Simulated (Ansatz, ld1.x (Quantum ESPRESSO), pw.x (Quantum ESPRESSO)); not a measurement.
pw.x on bcc C: one setting changed

Potential: ultrasoft, ld1.x (Quantum ESPRESSO) 7.5, PBE; core [He], reference 2s2 2p2; waves: 2s (bound): rcut 0.80, rcutus 1.05 bohr; 2s channel at 1 Ry: rcut 0.80, rcutus 1.05 bohr; 2p (bound): rcut 1.45, rcutus 1.85 bohr; 2p channel at 1.15 Ry: rcut 1.45, rcutus 1.85 bohr; 3d channel at 0.45 Ry: rcut 1.40, rcutus 1.65 bohr; 3d channel at 2.6 Ry: rcut 1.40, rcutus 1.65 bohr; local part: all-electron potential smoothed inside 1.45 bohr (lloc = -1); core correction: Bessel-smoothed model core inside 0.50 bohr; augmentation: PSQ, inside the norm-conserving radii.

The reference run (k-mesh 18³, cutoffs 45/740 Ry, Fermi–Dirac 0.01 Ry, mixing_beta 0.4, conv_thr 1e-9, no spin) gives 1.59 GPa at 6.554 Å³/atom, where all-electron LAPW gives 4.10 GPa. This run, with its own iteration cap, changes k-mesh points per axis to 20.

```
&control
  calculation='scf', prefix='x', pseudo_dir='./', outdir='./tmp', tstress=.true., disk_io='none'
/
&system
  ibrav=0, nat=1, ntyp=1, ecutwfc=45, ecutrho=740, nbnd=9,
  occupations='smearing', smearing='fd', degauss=0.01
/
&electrons
  conv_thr=1e-09, mixing_beta=0.4, electron_maxstep=50
/
ATOMIC_SPECIES
C 1.0 C.UPF
CELL_PARAMETERS angstrom
  -1.17891406 1.17891406 1.17891406
  1.17891406 -1.17891406 1.17891406
  1.17891406 1.17891406 -1.17891406
ATOMIC_POSITIONS crystal
C 0.0000 0.0000 0.0000
K_POINTS automatic
20 20 20 0 0 0
```

```bash
pw.x < C.scf.in > C.scf.out
```

Q: How does the run end?

A: It converges in 6 iterations; the free energy moves by -1.6 meV/atom and the pressure by -0.06 GPa.

```
Message from routine setup:
     using ibrav=0 with symmetry is DISCOURAGED, use correct ibrav instead
     lattice parameter (alat)  =       3.8587  a.u.
     unit-cell volume          =      44.2286 (a.u.)^3
     number of electrons       =         4.00
     number of Kohn-Sham states=            9
     kinetic-energy cutoff     =      45.0000  Ry
     charge density cutoff     =     740.0000  Ry
     scf convergence threshold =      1.0E-09
     Exchange-correlation= PBE
     number of k points=   256  Fermi-Dirac smearing, width (Ry)=  0.0100
     iteration #  1     ecut=    45.00 Ry     beta= 0.40
     total energy              =     -13.94045646 Ry
     estimated scf accuracy    <       0.00620921 Ry
     iteration #  2     ecut=    45.00 Ry     beta= 0.40
     total energy              =     -13.94031086 Ry
     estimated scf accuracy    <       0.00142862 Ry
     iteration #  3     ecut=    45.00 Ry     beta= 0.40
     total energy              =     -13.94046932 Ry
     estimated scf accuracy    <       0.00006991 Ry
     iteration #  4     ecut=    45.00 Ry     beta= 0.40
     total energy              =     -13.94047068 Ry
     estimated scf accuracy    <       0.00000006 Ry
     iteration #  5     ecut=    45.00 Ry     beta= 0.40
     total energy              =     -13.94047069 Ry
     estimated scf accuracy    <          9.3E-09 Ry
     iteration #  6     ecut=    45.00 Ry     beta= 0.40
     the Fermi energy is    11.7755 ev
!    total energy              =     -13.94047069 Ry
     estimated scf accuracy    <          1.0E-10 Ry
     smearing contrib. (-TS)   =      -0.00154161 Ry
     The total energy is F=E-TS. E is the sum of the following terms:
     one-electron contribution =       5.01824282 Ry
     hartree contribution      =       0.32130566 Ry
     xc contribution           =      -6.21018381 Ry
     ewald contribution        =     -13.06829376 Ry
     convergence has been achieved in   6 iterations
          total   stress  (Ry/bohr**3)                   (kbar)     P=       15.21
     Message from routine punch:
     Nothing written, as per user request (disk_io='none')
```

The run took about 8.8 s on one core of a shared host (Neoverse-V1, 32 threads, 247 GiB, load 18).
